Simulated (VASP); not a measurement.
# GaN (P6_3mc) in VASP: notebook

Runs on GaN. Level: PBE. Tasks: single point.

Everything below comes from runs of VASP 6.6.1. Logs are shortened: lines on timing, memory, paths and dates and some standing lists are left out, and cuts for length are marked.

## (1) Starting point

Symmetry: P6_3mc, No. 186, hexagonal system. The conventional cell has a = 3.180 Å, b = 3.180 Å, c = 5.166 Å, α = 90.00°, β = 90.00°, γ = 120.00°. Ga (site symmetry 3m) has 4 N at 1.94 to 1.95 Å as nearest neighbours. Around N (site symmetry 3m) lie 4 Ga at 1.94 to 1.95 Å.

## (2) Single point, PBE

Contents of INCAR:

```
PREC = Accurate
ENCUT = 450
EDIFF = 1E-5
ISMEAR = 0
SIGMA = 0.05
LREAL = F
LASPH = T
NELM = 100
ALGO = Normal
ISIF = 2
LWAVE = F
LCHARG = F
GGA = PE
ADDGRID = F
```

Contents of KPOINTS:

```
Automatic mesh
0
Gamma
  5 5 3
```

Contents of POSCAR:

```
GaN
1.0
    3.1800000000      0.0000000000      0.0000000000
   -1.5900000000      2.7539607840      0.0000000000
    0.0000000000      0.0000000000      5.1660000000
Ga N
2 2
Direct
    0.6666666667      0.3333333333      0.5000000000
    0.3333333333      0.6666666667      0.0000000000
    0.6666666667      0.3333333333      0.8750000000
    0.3333333333      0.6666666667      0.3750000000
```

Potentials or basis: VASP PAW PBE potentials, release 64 (Ga, N).

Launch:

```sh
cat potpaw_PBE.64/Ga/POTCAR potpaw_PBE.64/N/POTCAR > POTCAR
mpirun -np 1 vasp_std > vasp.out
```

OUTCAR:

```text
PREC = Accurate
   ENCUT = 450
   EDIFF = 1E-5
   ISMEAR = 0
   LREAL = F
   LASPH = T
   NELM = 100
   ISIF = 2
   GGA = PE

 Found     10 irreducible k-points:

 Following reciprocal coordinates:
            Coordinates               Weight
  0.000000  0.000000  0.000000      1.000000
  0.200000  0.000000  0.000000      6.000000
  0.400000  0.000000  0.000000      6.000000
  0.200000  0.200000  0.000000      6.000000
  0.400000  0.200000  0.000000      6.000000
  0.000000  0.000000  0.333333      2.000000
   k-points           NKPTS =     10   k-points in BZ     NKDIM =     10   number of bands    NBANDS=     12
   number of dos      NEDOS =    301   number of ions     NIONS =      4
   total plane-waves  NPLWV =  20736
   dimension x,y,z NGX =    24 NGY =   24 NGZ =   36
   dimension x,y,z NGXF=    48 NGYF=   48 NGZF=   72
   ions per type =               2   2
   NGX,Y,Z   is equivalent  to a cutoff of  12.55, 12.55, 11.59 a.u.
   NGXF,Y,Z  is equivalent  to a cutoff of  25.09, 25.09, 23.17 a.u.
 SYSTEM =  unknown system
   PREC   = accura    normal or accurate (medium, high low for compatibility)
   ISTART =      0    job   : 0-new  1-cont  2-samecut
   ICHARG =      2    charge: 1-file 2-atom 10-const
   ISPIN  =      1    spin polarized calculation?
   LNONCOLLINEAR =      F non collinear calculations
   LSORBIT =      F    spin-orbit coupling
   LASPH  =      T    aspherical Exc in radial PAW
   ENCUT  =  450.0 eV  33.07 Ry    5.75 a.u.   5.50  5.50  8.94*2*pi/ulx,y,z
   NELM   =    100;   NELMIN=  2; NELMDL= -5     # of ELM steps
   EDIFF  = 0.1E-04   stopping-criterion for ELM
   LREAL  =      F    real-space projection
   EDIFFG = 0.1E-03   stopping-criterion for IOM
   NSW    =      0    number of steps for IOM
   IBRION =     -1    ionic relax: 0-MD 1-quasi-New 2-CG
   NFREE  =      0    steps in history (QN), initial steepest desc. (CG)
   ISIF   =      2    stress and relaxation
   ISYM   =      2    0-nonsym 1-usesym 2-fastsym
   POTIM  = 0.5000    time-step for ionic-motion
   TEBEG  =    0.0;   TEEND  =   0.0 temperature during run
   PSTRESS=    0.0 pullay stress
   NELECT =      16.0000    total number of electrons
   NUPDOWN=      -1.0000    fix difference up-down
   EMIN   =  10.00;   EMAX   =-10.00  energy-range for DOS
   EFERMI =   0.00;   METHOD = LEGACY
   ISMEAR =     0;   SIGMA  =   0.05  broadening in eV -4-tet -1-fermi 0-gaus
   EFERMI_NEDOS =   21; number of points for ismear=-14 and -15
   IALGO  =     38    algorithm
   IMIX   =      4    mixing-type and parameters
     AMIX     =   0.40;   BMIX     =  1.00
     AMIX_MAG =   1.60;   BMIX_MAG =  1.00
  volume/ion in A,a.u.               =      11.31        76.33
  Fermi-wavevector in a.u.,A,eV,Ry     =   1.157715  2.187764 18.235949  1.340304
  Thomas-Fermi vector in A             =   2.294324
   LORBIT       =      0    0 simple, 1 ext, 2 COOP (PROOUT), +10 PAW based schemes
   GGA     = PE    functional components
   LHFCALC =     F    Hartree Fock is set to
   AEXX    =    0.0000 exact exchange contribution
   IVDW    =     0    specifies the selected vdW correction
   LEPSILON=     F    determine dielectric tensor
   LRPA    =     F    only Hartree local field effects (RPA)
 non-spin polarized calculation
 Gauss-broadening in eV      SIGMA  =   0.05
  energy-cutoff  :      450.00
  volume of cell :       45.24
 maximum number of plane-waves:      1002
 NGX is ok and might be reduce to    24
   NGX = 11   NGY = 11   NGZ = 17

 number of electron      15.9999999 magnetization

 Free energy of the ion-electron system (eV)
  ---------------------------------------------------
  ext. energy  EPLUGINS =         0.00000000
  ---------------------------------------------------
  free energy    TOTEN  =       -24.20810335 eV

  energy without entropy =      -24.20810335  energy(sigma->0) =      -24.20810335

 E-fermi :   3.3600     XC(G=0): -10.9071

 val. band max:        3.0831234372   @ k =   0.0000   0.0000   0.0000
 cond. band min:       5.1344126029   @ k =   0.0000   0.0000   0.0000
 fundamental gap:      2.0512891657
 Fermi energy:         3.3600299737

 k-point     1 :       0.0000    0.0000    0.0000
  band No.  band energies     occupation
      1     -12.9144      2.00000
      2     -10.4972      2.00000
      3      -3.9943      2.00000
      4       2.0351      2.00000
      5       2.0351      2.00000
      6       3.0242      2.00000
      7       3.0831      2.00000
      8       3.0831      2.00000
      9       5.1344      0.00000
     10       7.4956      0.00000
     11      12.4152      0.00000
     12      13.1290      0.00000

 k-point     2 :       0.2000    0.0000    0.0000
  band No.  band energies     occupation
      1     -12.3748      2.00000
      2     -10.1639      2.00000
      3      -3.4480      2.00000
      4      -0.1984      2.00000
      5       0.8644      2.00000
      6       1.3511      2.00000
      7       2.5985      2.00000
      8       2.7543      2.00000
      9       7.0155      0.00000
     10       9.0329      0.00000
     11      11.0111      0.00000
     12      11.9623      0.00000

 k-point     3 :       0.4000    0.0000    0.0000
  band No.  band energies     occupation
      1     -11.0533      2.00000
      2      -9.7368      2.00000
      3      -3.1110      2.00000
      4      -1.9338      2.00000
      5      -1.3475      2.00000
      6       0.4821      2.00000
      7       1.2722      2.00000
      8       2.2027      2.00000
      9       8.2449      0.00000
     10       8.8465      0.00000
     11       9.4763      0.00000
     12      11.7569      0.00000

 k-point     4 :       0.2000    0.2000    0.0000
  band No.  band energies     occupation
      1     -11.4154      2.00000
      2      -9.7525      2.00000
      3      -2.6983      2.00000
      4      -1.3566      2.00000
      5      -1.3193      2.00000
      6       0.0897      2.00000
      7       1.6392      2.00000
      8       1.7712      2.00000
      9       8.8662      0.00000
     10       9.7059      0.00000
     11      10.7162      0.00000
     12      10.7989      0.00000

 k-point     5 :       0.4000    0.2000    0.0000
  band No.  band energies     occupation
      1     -10.3608      2.00000
      2      -9.7823      2.00000
      3      -2.9603      2.00000
      4      -2.0611      2.00000
      5      -1.3242      2.00000
      6      -0.5043      2.00000
      7       0.5854      2.00000
      8       0.9390      2.00000
      9       8.6101      0.00000
     10      10.1668      0.00000
     11      10.3295      0.00000
     12      11.6343      0.00000

 k-point     6 :       0.0000    0.0000    0.3333
  band No.  band energies     occupation
      1     -12.4795      2.00000
      2     -11.3411      2.00000
      3      -2.3745      2.00000
      4       0.7373      2.00000
      5       2.2856      2.00000
      6       2.2856      2.00000
      7       2.8092      2.00000
      8       2.8092      2.00000
      9       6.8021      0.00000
     10       7.6292      0.00000
     11      11.8336      0.00000
     12      12.3094      0.00000

 [... further k-points ...]

------------------------ aborting loop because EDIFF is reached ----------------------------------------

  FORCE on cell =-STRESS in cart. coord.  units (eV):
  Direction    XX          YY          ZZ          XY          YZ          ZX
  --------------------------------------------------------------------------------------
  -------------------------------------------------------------------------------------
  Total        3.4522692      3.4522692      3.9984192      0.0000000      0.0000000     -0.0000000
  in kB      122.2576275    122.2576275    141.5988181      0.0000000      0.0000000     -0.0000000
  external PRESSURE =     128.7046910 kB  Pullay stress =       0.0000000 kB

 VOLUME and BASIS-vectors are now :
 -----------------------------------------------------------------------------
  energy-cutoff  :      450.00
  volume of cell :       45.24
      direct lattice vectors                 reciprocal lattice vectors
     3.180000000  0.000000000  0.000000000     0.314465409  0.181556688  0.000000000
    -1.590000000  2.753960784  0.000000000     0.000000000  0.363113377  0.000000000
     0.000000000  0.000000000  5.166000000     0.000000000  0.000000000  0.193573364

 POSITION                                       TOTAL-FORCE (eV/Angst)
 -----------------------------------------------------------------------------------
      1.59000      0.91799      2.58300         0.000000     -0.000000     -0.171038
     -0.00000      1.83597      0.00000        -0.000000      0.000000     -0.171038
      1.59000      0.91799      4.52025        -0.000000      0.000000      0.171038
     -0.00000      1.83597      1.93725         0.000000     -0.000000      0.171038
 -----------------------------------------------------------------------------------
    total drift:                               -0.000000     -0.000000     -0.000760

  FREE ENERGIE OF THE ION-ELECTRON SYSTEM (eV)
  ---------------------------------------------------
  free  energy   TOTEN  =       -24.2081033540 eV

  energy  without entropy=      -24.2081033540  energy(sigma->0) =      -24.20810335
```

Run time: 4.6 s. Hardware: 1 thread of Intel Xeon 6975P-C (Granite Rapids), shared host; peak memory 0.14 GiB.

These settings aren't checked as converged: the numbers below hold their error.

Results:

* Free energy: -24.2081 eV
* Largest force: 0.171 eV/Å
* Band gap on the k mesh: 2.05 eV, direct

Caveat: the k mesh is coarse (spacing up to 0.46 Å⁻¹), so the values aren't converged; the cutoff is under 1.25 times the usual one of these potentials, so pressure, stress and relaxed cells hold a basis-set (Pulay) error.

## (3) Single point, PBE

INCAR is that of step 2.

KPOINTS is that of step 2.

Contents of POSCAR:

```
GaN
1.0
    3.1800000000      0.0000000000      0.0000000000
   -1.5900000000      2.7539607840      0.0000000000
    0.0000000000      0.0000000000      5.1660000000
Ga N
2 2
Direct
    0.6521390000      0.3316270000      0.5245870000
    0.3764220000      0.6884330000      0.0161300000
    0.6603830000      0.3218970000      0.8783140000
    0.3311160000      0.6688000000      0.3826530000
```

Potentials or basis: VASP PAW PBE potentials, release 64 (Ga, N).

Launch:

```sh
cat potpaw_PBE.64/Ga/POTCAR potpaw_PBE.64/N/POTCAR > POTCAR
mpirun -np 1 vasp_std > vasp.out
```

Wall time 7.2 s (1 thread of Intel Xeon 6975P-C (Granite Rapids), shared host); peak memory 0.16 GiB.

These settings aren't checked as converged: the numbers below hold their error.

What came out:

- Free energy: -23.9289 eV
- Largest force: 2.696 eV/Å
- Band gap on the k mesh: 1.84 eV, direct

Caveat: the k mesh is coarse (spacing up to 0.46 Å⁻¹), so the values aren't converged; the cutoff is under 1.25 times the usual one of these potentials, so pressure, stress and relaxed cells hold a basis-set (Pulay) error.

(Continued in part 2 of 2.)
